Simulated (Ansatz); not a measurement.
# HfS2: band gap under strain

How does strain move the band edges of HfS2, database structure, and do the functionals agree on it? States: +0.8 % equal strain in all directions; +4.0 % equal strain in all directions.

Program: Ansatz 0.2.0. PAW datasets, plane waves. Calculated at 0 K for a non-magnetic cell.

**1. Starting point**

The unstrained cell was relaxed with r2SCAN+rVV10; in each strained cell the atoms were relaxed again with r2SCAN+rVV10. Names of k-points are those of the unstrained zone, where strain can split equivalent points. First state: +0.8 % equal strain in all directions.

The symmetry is P-3m1 (No. 164, trigonal); a = 3.660 Å, c = 5.927 Å in the conventional setting, 22.93 Å³ an atom. Around Hf lie 6 S at 2.55 Å; around S lie 3 Hf at 2.55 Å.

Structure file:

```xyz
3
Lattice="3.6604 0.0000 0.0000 -1.8302 3.1700 0.0000 0.0000 0.0000 5.9275" Properties=species:S:1:pos:R:3 pbc="T T T"
Hf    0.0000    0.0000    0.0000
S     1.8302    1.0567    4.5012
S     0.0000    2.1133    1.4263
```

**2. +0.8 % equal strain in all directions: PBE**

The input, input.yaml:

```yaml
crystal:
  lattice:
    - [3.6603760808, 0.0, 0.0]
    - [-1.8301880404, 3.1699786734, 0.0]
    - [0.0, 0.0, 5.9274995481]
  atoms:
    - { symbol: Hf, position: [0.0, 0.0, 0.0] }
    - { symbol: S, position: [0.6666666667, 0.3333333333, 0.7593748374] }
    - { symbol: S, position: [0.3333333333, 0.6666666667, 0.2406251626] }
kpoints:
  mp_grid: { grid: [12, 12, 4] }
  band_path:
    path:
      - [0.0, 0.0, 0.0]
      - [0.5, 0.0, 0.0]
      - [0.3333333333, 0.3333333333, 0.0]
      - [0.0, 0.0, 0.5]
      - [0.5, 0.0, 0.5]
      - [0.3333333333, 0.3333333333, 0.5]
      - [0.0, 0.25, 0.25]
      - [-0.109375, 0.052083, 0.0]
      - [0.0, 0.5, 0.5]
    npoints: 1
hamiltonian:
  xc: pbe
scf:
  occupations: { method: fermi_dirac, width: 0.02 }
  n_extra_bands: 4
output:
  forces: true
  stress: true
  eigenvalues: true
```

Command:

```bash
> ansatz run input.yaml --threads 4 --pin off --max-ram 5529MiB --backend cpu --events-out ev --progress --plain --runs-dir out
```

The log of the run:

```text
Warning: RAYON_NUM_THREADS=4 ignored (pool sized by the plan → 4); use --threads N
scf.n_extra_bands = 4 over 19 filled bands (N_el = 38.0): the run solves 23 bands
Engine: ansatz 0.2.0, aarch64-unknown-linux-gnu
Pseudopotentials: kind: paw
Pseudopotential: Hf, paw, valence charge 26, recommended cutoff 420 eV (normal), Hf.paw.azcp
Pseudopotential: S, paw, valence charge 6, recommended cutoff 420 eV (normal), S.paw.azcp
Functional definition: PBE
  parameter kappa = 0.804
  parameter beta = 0.06672455060314922
  exchange = pbe_x(kappa = kappa, mu = beta*pi^2/3)
  correlation = pbe_c(beta = beta)
Crystal: 3 atoms, lattice volume = 68.779 Å³
Basis set: ecut = 420 eV, 1327 PW (Γ), exchange–correlation on 50×50×80 points (8 copies of the dense FFT grid, shifted against one another)
Bands: 23, of which v1, the nominal top of the filled ones, is band 19 counted from 1 (18 counted from 0)
Symmetry: 12 space group operations
Space group: P-3m1 (ITA 164), of the structure as read, at distance tolerance 4.1e-5 Å
k-points: 69 of 576
Non-local potential: Hf, projectors of the file, l = 0: 3, l = 1: 2, l = 2: 2, l = 3: 3
Non-local potential: S, projectors of the file, l = 0: 2, l = 1: 2, l = 2: 2
PAW form: soft (Blöchl's): semilocal exchange-correlation on the pseudo side does not see the compensation charge
PAW one-centre angular grid: Hf, 590 points (default); XC on 64 Gauss nodes
PAW one-centre angular grid: S, 110 points (default); XC on 64 Gauss nodes
Initial density: superposition of atomic densities (neutral atoms: chi_scale 0, normalization atom), corrected by the library's trained network
Initial wavefunctions: pseudopotential atomic-orbital guess
Functional: x = pbe(κ = 0.804, μ = 0.2195149727645171), c = pbe(β = 0.06672455060314922)
SCF iter   1: F=—  HF=-17530.181245 eV  |F-HF|=—  |Δ(HF+E_count)|=         —  Δρ=1.45e-3  dr2=8.39e-4  ethr=1.77e-3  ⟨swp⟩=6.0  Hψ=6769  notcnv=0
preconditioner: auto → Resta (q_TF=auto, 2.471 Å⁻¹)  ε∞=5.4  [insulator: Δε(μ)=1.112 eV  Ē_g=11.711 eV  σ=0.020 eV  W_gap=1.00  n_scr=22 (ndim 8)  ℏωp=24.5 eV  f_vac=0.088  D(μ)=0.00/eV (n_scr^D=0)  ε∞_Penn≈5.4]
SCF iter   2: F=—  HF=-17530.180743 eV  |F-HF|=—  |Δ(HF+E_count)|=   5.03e-4  Δρ=8.40e-4  dr2=2.73e-4  ethr=2.21e-6  ⟨swp⟩=2.6  Hψ=3580  notcnv=0
SCF iter   3: F=—  HF=-17530.181075 eV  |F-HF|=—  |Δ(HF+E_count)|=   3.32e-4  Δρ=1.53e-4  dr2=2.52e-5  ethr=7.18e-7  ⟨swp⟩=2.0  Hψ=2728  notcnv=0
SCF iter   4: F=—  HF=-17530.181027 eV  |F-HF|=—  |Δ(HF+E_count)|=   4.74e-5  Δρ=9.82e-5  dr2=1.49e-5  ethr=6.62e-8  ⟨swp⟩=2.3  Hψ=2908  notcnv=0
SCF iter   5: F=—  HF=-17530.181035 eV  |F-HF|=—  |Δ(HF+E_count)|=   7.84e-6  Δρ=7.95e-5  dr2=8.43e-6  ethr=3.91e-8  ⟨swp⟩=2.0  Hψ=2564  notcnv=0
SCF iter   6: F=—  HF=-17530.181036 eV  |F-HF|=—  |Δ(HF+E_count)|=   2.66e-7  Δρ=2.57e-5  dr2=6.67e-7  ethr=2.22e-8  ⟨swp⟩=2.0  Hψ=1997  notcnv=0
SCF iter   7: F=-17530.181036 eV  HF=-17530.181036 eV  |F-HF|=1.81e-9  |Δ(HF+E_count)|=   5.65e-7  Δρ=8.45e-6  dr2=9.49e-8  ethr=2.63e-10  ⟨swp⟩=3.1  Hψ=7014  notcnv=0
SCF 1 converged in 7 iterations: F = -17530.181036 eV  dr2 = 9.49e-8
NSCF: frozen V_eff on 9 k-points
SCF converged after 7 iterations
Free energy (F): -17530.181036 eV
Harris-Foulkes:  -17530.181036 eV  (|F-HF|=1.81e-9)
Internal energy: -17530.181036 eV  (E = F + TS)
E sigma→0 (E₀):  -17530.181036 eV
Fermi energy:    9.246071 eV
--- Per-component energies (eV) ---
  E_band       = -224.295258
  E_kinetic    = 633.845451
  E_local      = -8297.259538  (includes V_loc(G=0)·N_el)
  E_nonlocal   = -1186.944048
  E_hartree    = 3825.590672
  E_xc         = -493.918933
  E_vxc        = -440.545049  (∫ρ·V_xc dr)
  E_paw        = -8127.282219  (= ΣΔE_a)
  E_vpaw       = 1415.447953  (= ΣTr[D̂ρ^β])
  E_aug_tail   = 0.000002  (compensation charges beyond the density's cutoff)
  E_ewald      = -3884.212424
  E_smearing   = -0.000000  (= −TS)
  E_closure    = 0.000000  (closes the sum)
  Σ components = -17530.181036   (vs F -17530.181036, Δ=0.00e0)
--- Forces (eV/Å), atoms counted from 1 ---
  atom   1  Hf    -0.00000000     0.00000000     0.00000000
  atom   2  S      0.00000000    -0.00000000    -0.11263175
  atom   3  S      0.00000000     0.00000000     0.11263175
  max |Σ_I F_I| component: 1.85e-17 eV/Å
--- Stress (GPa, compression-positive) ---
        0.375950      -0.000000       0.000000
        0.000000       0.375950      -0.000000
       -0.000000      -0.000000       2.226157
  P = ⅓ Tr σ = 0.9927 GPa (9.927 kbar)
--- Band table (eV; the first three rows and the last of 69) ---
  k-point 0: bands = ["-53.4010", "-22.0826", "-21.9718", "-21.9718", "-4.3993", "-3.5084", "-3.3612", "-3.3414", "-3.3414", "-3.3352", "-3.3352", "-3.3198", "-2.5392", "4.0257", "5.8125", "5.8125", "8.5325", "8.5325", "8.6567", "10.5956", "10.5956", "11.3034", "14.0876"]
  k-point 1: bands = ["-53.4010", "-22.0827", "-21.9719", "-21.9719", "-4.3103", "-3.5303", "-3.3612", "-3.3414", "-3.3414", "-3.3352", "-3.3352", "-3.3199", "-2.6790", "4.4454", "5.8296", "5.8296", "7.8496", "8.4744", "8.4744", "10.5763", "10.5763", "11.4507", "14.2726"]
  k-point 2: bands = ["-53.4010", "-22.0828", "-21.9718", "-21.9718", "-4.1992", "-3.5689", "-3.3612", "-3.3414", "-3.3414", "-3.3352", "-3.3352", "-3.3198", "-2.8207", "5.0575", "5.8471", "5.8471", "6.9596", "8.4173", "8.4173", "10.5567", "10.5567", "11.5140", "14.4756"]
  k-point 68: bands = ["-53.3946", "-22.0954", "-22.0954", "-22.0435", "-3.4254", "-3.4254", "-3.3511", "-3.3441", "-3.3427", "-3.3427", "-3.3249", "-2.7712", "-2.7712", "4.9234", "4.9845", "4.9845", "6.5249", "6.8817", "6.8817", "11.3410", "12.0080", "12.0080", "14.7981"]
```

It took 2.2 s on 4 threads of Arm Neoverse V1, shared host; peak memory 0.41 GiB.

The PBE gap is 1.12 eV and indirect ((-0.11, 0.05, 0.00) to L), with 1.92 eV as the least direct one.

Near the gap, in eV above the top of the last filled band v; c is the band after it:

```
point    v−1      v     c   c+1
    Γ  -0.15  -0.02  1.91  1.91
    M  -1.89  -1.38  1.24  3.88
    K  -2.13  -1.67  2.47  3.62
    A  -0.26  -0.26  1.88  1.88
    L  -1.16  -0.92  1.12  3.89
    H  -1.80  -1.80  2.66  3.33
```

**3. +0.8 % equal strain in all directions: r2SCAN**

Edit input.yaml of step 2 so:

```diff
@@ -24,5 +24,5 @@
 hamiltonian:
-  xc: pbe
+  xc: r2scan
 scf:
-  occupations: { method: fermi_dirac, width: 0.02 }
+  occupations: { method: fixed }
   n_extra_bands: 4
@@ -32 +32,5 @@
   eigenvalues: true
+  write_density: true
+  write_potential: true
+  elf: true
+  volumetric_format: npy
```

Command:

```bash
> ansatz run input.yaml --threads 4 --pin off --max-ram 5529MiB --backend cpu --events-out ev --progress --plain --runs-dir out
```

The log of the run, shortened:

```text
Warning: RAYON_NUM_THREADS=4 ignored (pool sized by the plan → 4); use --threads N
scf.n_extra_bands = 4 over 19 filled bands (N_el = 38.0): the run solves 23 bands
[...]
[... 1 set-up line as earlier in the session ...]
Pseudopotential: Hf, paw, valence charge 26, recommended cutoff 500 eV (meta_gga), Hf.paw.azcp
Pseudopotential: S, paw, valence charge 6, recommended cutoff 500 eV (meta_gga), S.paw.azcp
Functional definition: r2SCAN
[...]
Crystal: 3 atoms, lattice volume = 68.779 Å³
Basis set: ecut = 500 eV, 1761 PW (Γ), exchange–correlation on 108×108×180 points (64 copies of the dense FFT grid, shifted against one another)
Bands: 23, of which v1, the nominal top of the filled ones, is band 19 counted from 1 (18 counted from 0)
[... 2 set-up lines as earlier in the session ...]
k-points: 69 of 576
[...]
SCF iter   1: F=—  HF=-17550.087164 eV  |F-HF|=—  |Δ(HF+E_count)|=         —  Δρ=6.37e-3  dr2=2.10e-2  dr2_τ=6.19e-2  ethr=1.77e-3  ⟨swp⟩=5.0  Hψ=6130  notcnv=0  defer=127
[...]
SCF iter   8: F=-17550.101942 eV  HF=-17550.101942 eV  |F-HF|=1.10e-9  |Δ(HF+E_count)|=   1.64e-8  Δρ=1.92e-6  dr2=4.23e-9  dr2_τ=4.25e-10  ethr=2.63e-10  ⟨swp⟩=10.4  Hψ=11723  notcnv=0
[...]
NSCF: frozen V_eff on 9 k-points
SCF converged after 8 iterations
Free energy (F): -17550.101942 eV
[...]
E sigma→0 (E₀):  -17550.101942 eV
Fermi energy:    8.444028 eV
[...]
--- Forces (eV/Å), atoms counted from 1 ---
  atom   1  Hf    -0.00000000     0.00000000     0.00000000
  atom   2  S      0.00000000    -0.00000000     0.03488294
  atom   3  S     -0.00000000     0.00000000    -0.03488294
[...]
--- Stress (GPa, compression-positive) ---
       -0.562489      -0.000000       0.000000
        0.000000      -0.562489      -0.000000
        0.000000      -0.000000       0.546481
  P = ⅓ Tr σ = -0.1928 GPa (-1.928 kbar)
--- Band table (eV; the first three rows and the last of 69) ---
[... band rows left out ...]
[...]
```

Wall time 5.5 s (4 threads of Arm Neoverse V1, shared host); peak memory 0.57 GiB.

The r2SCAN gap is 1.44 eV and indirect ((-0.11, 0.05, 0.00) to L), with 2.26 eV as the least direct one.

Stress along x, y, z: -0.56, -0.56, 0.55 GPa (compression positive).

**4. +0.8 % equal strain in all directions: HSE06**

Edit input.yaml of step 3 so:

```diff
@@ -10,3 +10,3 @@
 kpoints:
-  mp_grid: { grid: [12, 12, 4] }
+  mp_grid: { grid: [6, 6, 4] }
   band_path:
@@ -24,3 +24,3 @@
 hamiltonian:
-  xc: r2scan
+  xc: hse06
 scf:
```

Command:

```bash
> ansatz run input.yaml --threads 4 --pin off --max-ram 5529MiB --backend cpu --events-out ev --progress --plain --runs-dir out
```

The log of the run, shortened:

```text
Warning: output.stress: scf.convergence.dr2_threshold = 1e-7 eV (the SCF's general default) is looser than the 3e-10 eV advised for a printed stress (1e-10 eV for each atom of the cell: 3). What an SCF threshold leaves in a stress goes as its square root, and in the free energy as the [...]
Warning: output.stress: scf.exx.energy_threshold = 1e-6 eV is looser than the 3e-8 eV advised for a stress under a hybrid functional (1e-8 eV for each atom of the cell: 3). Every SCF of the exchange loop can meet its threshold on dr2 while the loop round them stops early: no threshold on [...]
Warning: RAYON_NUM_THREADS=4 ignored (pool sized by the plan → 4); use --threads N
scf.n_extra_bands = 4 over 19 filled bands (N_el = 38.0): the run solves 23 bands
[...]
[... 3 set-up lines as earlier in the session ...]
Functional definition: HSE06
[...]
davidson cushion auto → on  (no smearing: the cushion is to keep the highest requested band from converging to the state above it; pin scf.eigensolver.cushion to override)
[...]
the search or the solves at the SCF's close seem to have found levels that the self-consistency loop had missed (the run counts 1). By its estimate they hold under 1e-12 electrons; where the run keeps them, the occupations were computed again with them
NSCF: frozen V_eff on 9 k-points
hybrid SCF converged: 3 outer / 15 inner (+4 warm-up), last move |dexx| = 1.83e-9 eV, tail = 1.91e-9 eV
Stability not checked: this state was not tested for a lower state beside it, because the functional holds exact exchange (a hybrid, or Hartree-Fock), whose exchange loop this test does not read (fock_operator; see scf.lower_state_search)
Free energy (F): -17531.865859 eV
Frozen-core exchange: fock
[...]
E sigma→0 (E₀):  -17531.865859 eV
Fermi energy:    8.117591 eV
[...]
--- Forces (eV/Å), atoms counted from 1 ---
  atom   1  Hf    -0.00000000     0.00000000     0.00000000
  atom   2  S     -0.00000000    -0.00000000     0.06062761
  atom   3  S      0.00000000     0.00000000    -0.06062761
[...]
--- Stress (GPa, compression-positive) ---
       -0.331784       0.000000       0.000000
       -0.000000      -0.331784      -0.000000
        0.000000      -0.000000       1.043155
  P = ⅓ Tr σ = 0.1265 GPa (1.265 kbar)
--- Band table (eV; the first three rows and the last of 24) ---
[... band rows left out ...]
[...]
```

Wall time 76 s (4 threads of Arm Neoverse V1, shared host); peak memory 1.7 GiB.

HSE06 gives an indirect gap of 1.95 eV, from (-0.11, 0.05, 0.00) to L; the least direct gap is 2.84 eV.

**5. +4.0 % equal strain in all directions: PBE**

The symmetry is P-3m1 (No. 164, trigonal); conventional cell a = 3.776 Å, c = 6.115 Å, 25.17 Å³ an atom. Hf has 6 S at 2.58 Å; S has 3 Hf at 2.58 Å.

The input, input.yaml:

```yaml
crystal:
  lattice:
    - [3.7761808978, 0.0, 0.0]
    - [-1.8880904489, 3.2702685868, 0.0]
    - [0.0, 0.0, 6.1150302787]
  atoms:
    - { symbol: Hf, position: [0.0, 0.0, 0.0] }
    - { symbol: S, position: [0.6666666667, 0.3333333333, 0.774746721] }
    - { symbol: S, position: [0.3333333333, 0.6666666667, 0.225253279] }
kpoints:
  mp_grid: { grid: [12, 12, 4] }
  band_path:
    path:
      - [0.0, 0.0, 0.0]
      - [0.5, 0.0, 0.0]
      - [0.3333333333, 0.3333333333, 0.0]
      - [0.0, 0.0, 0.5]
      - [0.5, 0.0, 0.5]
      - [0.3333333333, 0.3333333333, 0.5]
      - [0.0, 0.25, 0.25]
      - [-0.072917, 0.145833, 0.0]
      - [0.0, 0.5, 0.5]
    npoints: 1
hamiltonian:
  xc: pbe
scf:
  occupations: { method: fermi_dirac, width: 0.02 }
  n_extra_bands: 4
output:
  forces: true
  stress: true
  eigenvalues: true
```

Command:

```bash
> ansatz run input.yaml --threads 4 --pin off --max-ram 5529MiB --backend cpu --events-out ev --progress --plain --runs-dir out
```

The log of the run:

```text
Warning: RAYON_NUM_THREADS=4 ignored (pool sized by the plan → 4); use --threads N
scf.n_extra_bands = 4 over 19 filled bands (N_el = 38.0): the run solves 23 bands
[... 9 set-up lines as earlier in the session ...]
Crystal: 3 atoms, lattice volume = 75.515 Å³
Basis set: ecut = 420 eV, 1473 PW (Γ), exchange–correlation on 54×54×90 points (8 copies of the dense FFT grid, shifted against one another)
Bands: 23, of which v1, the nominal top of the filled ones, is band 19 counted from 1 (18 counted from 0)
[... 1 set-up line as earlier in the session ...]
Space group: P-3m1 (ITA 164), of the structure as read, at distance tolerance 4.2e-5 Å
k-points: 69 of 576
[... 8 set-up lines as earlier in the session ...]
SCF iter   1: F=—  HF=-17530.128815 eV  |F-HF|=—  |Δ(HF+E_count)|=         —  Δρ=1.53e-3  dr2=1.04e-3  ethr=1.77e-3  ⟨swp⟩=6.0  Hψ=6844  notcnv=0
preconditioner: auto → Resta (q_TF=auto, 2.433 Å⁻¹)  ε∞=5.1  [insulator: Δε(μ)=1.384 eV  Ē_g=11.607 eV  σ=0.020 eV  W_gap=1.00  n_scr=22 (ndim 8)  ℏωp=23.4 eV  f_vac=0.152  D(μ)=0.00/eV (n_scr^D=0)  ε∞_Penn≈5.1]
SCF iter   2: F=—  HF=-17530.128317 eV  |F-HF|=—  |Δ(HF+E_count)|=   4.99e-4  Δρ=8.60e-4  dr2=3.07e-4  ethr=2.74e-6  ⟨swp⟩=2.5  Hψ=3525  notcnv=0
SCF iter   3: F=—  HF=-17530.128631 eV  |F-HF|=—  |Δ(HF+E_count)|=   3.14e-4  Δρ=1.54e-4  dr2=2.34e-5  ethr=8.07e-7  ⟨swp⟩=2.0  Hψ=2732  notcnv=0
SCF iter   4: F=—  HF=-17530.128617 eV  |F-HF|=—  |Δ(HF+E_count)|=   1.37e-5  Δρ=1.01e-4  dr2=1.45e-5  ethr=6.17e-8  ⟨swp⟩=2.0  Hψ=2889  notcnv=0
SCF iter   5: F=—  HF=-17530.128628 eV  |F-HF|=—  |Δ(HF+E_count)|=   1.07e-5  Δρ=5.15e-5  dr2=3.09e-6  ethr=3.81e-8  ⟨swp⟩=2.0  Hψ=2620  notcnv=0
SCF iter   6: F=—  HF=-17530.128630 eV  |F-HF|=—  |Δ(HF+E_count)|=   1.94e-6  Δρ=1.95e-5  dr2=3.72e-7  ethr=8.14e-9  ⟨swp⟩=2.0  Hψ=2600  notcnv=0
SCF iter   7: F=-17530.128631 eV  HF=-17530.128631 eV  |F-HF|=4.94e-8  |Δ(HF+E_count)|=   8.21e-7  Δρ=6.42e-6  dr2=5.22e-8  ethr=2.63e-10  ⟨swp⟩=6.2  Hψ=7396  notcnv=0
SCF 1 converged in 7 iterations: F = -17530.128631 eV  dr2 = 5.22e-8
NSCF: frozen V_eff on 9 k-points
SCF converged after 7 iterations
Free energy (F): -17530.128631 eV
Harris-Foulkes:  -17530.128631 eV  (|F-HF|=4.94e-8)
Internal energy: -17530.128631 eV  (E = F + TS)
E sigma→0 (E₀):  -17530.128631 eV
Fermi energy:    8.054258 eV
--- Per-component energies (eV) ---
  E_band       = -275.711595
  E_kinetic    = 630.908335
  E_local      = -8649.522586  (includes V_loc(G=0)·N_el)
  E_nonlocal   = -1187.361034
  E_hartree    = 3976.316909
  E_xc         = -492.797128
  E_vxc        = -439.027661  (∫ρ·V_xc dr)
  E_paw        = -8126.694033  (= ΣΔE_a)
  E_vpaw       = 1416.669635  (= ΣTr[D̂ρ^β])
  E_aug_tail   = 0.000002  (compensation charges beyond the density's cutoff)
  E_ewald      = -3680.979096
  E_smearing   = -0.000000  (= −TS)
  E_closure    = -0.000000  (closes the sum)
  Σ components = -17530.128631   (vs F -17530.128631, Δ=0.00e0)
--- Forces (eV/Å), atoms counted from 1 ---
  atom   1  Hf     0.00000000    -0.00000000     0.00000000
  atom   2  S      0.00000000     0.00000000    -0.08104937
  atom   3  S      0.00000000    -0.00000000     0.08104937
  max |Σ_I F_I| component: 1.39e-17 eV/Å
--- Stress (GPa, compression-positive) ---
       -4.096463       0.000000      -0.000000
        0.000000      -4.096463       0.000000
        0.000000       0.000000       1.042414
  P = ⅓ Tr σ = -2.3835 GPa (-23.835 kbar)
--- Band table (eV; the first three rows and the last of 69) ---
  k-point 0: bands = ["-54.8881", "-23.5485", "-23.4379", "-23.4379", "-5.4395", "-4.9455", "-4.8548", "-4.8364", "-4.8364", "-4.8318", "-4.8318", "-4.8097", "-3.7476", "3.2107", "4.4297", "4.4297", "7.1101", "7.1101", "7.2924", "9.2211", "9.2211", "10.0809", "12.5375"]
  k-point 1: bands = ["-54.8881", "-23.5486", "-23.4379", "-23.4379", "-5.3877", "-4.9513", "-4.8548", "-4.8364", "-4.8364", "-4.8318", "-4.8318", "-4.8097", "-3.8357", "3.5187", "4.4395", "4.4395", "6.6908", "7.0770", "7.0770", "9.2086", "9.2086", "10.1271", "12.9963"]
  k-point 2: bands = ["-54.8881", "-23.5486", "-23.4379", "-23.4379", "-5.3286", "-4.9599", "-4.8549", "-4.8364", "-4.8364", "-4.8318", "-4.8318", "-4.8097", "-3.9269", "3.9332", "4.4494", "4.4494", "6.0457", "7.0442", "7.0442", "9.1959", "9.1959", "10.1466", "13.1264"]
  k-point 68: bands = ["-54.8841", "-23.5260", "-23.5260", "-23.5220", "-4.8769", "-4.8769", "-4.8516", "-4.8410", "-4.8410", "-4.8279", "-4.8146", "-4.0227", "-4.0227", "3.6480", "3.8916", "3.8916", "5.4784", "5.7442", "5.7442", "9.7911", "10.6971", "10.6971", "13.1548"]
```

Wall time 2.5 s (4 threads of Arm Neoverse V1, shared host); peak memory 0.43 GiB.

Gap with PBE: 1.39 eV, valence top at (-0.07, 0.15, 0.00), conduction bottom at L. Least direct gap: 1.91 eV.

Levels at the named points, in eV from the top of band v (v: the last filled band by count, c: the next):

```
point    v−1      v     c   c+1
    Γ  -0.24  -0.06  1.87  1.87
    M  -1.54  -1.43  1.46  3.40
    K  -1.86  -1.56  2.27  3.47
    A  -0.31  -0.31  1.84  1.84
    L  -1.30  -0.86  1.39  3.44
    H  -1.61  -1.61  2.44  3.34
```

(Part 1 of 2 ends here.)
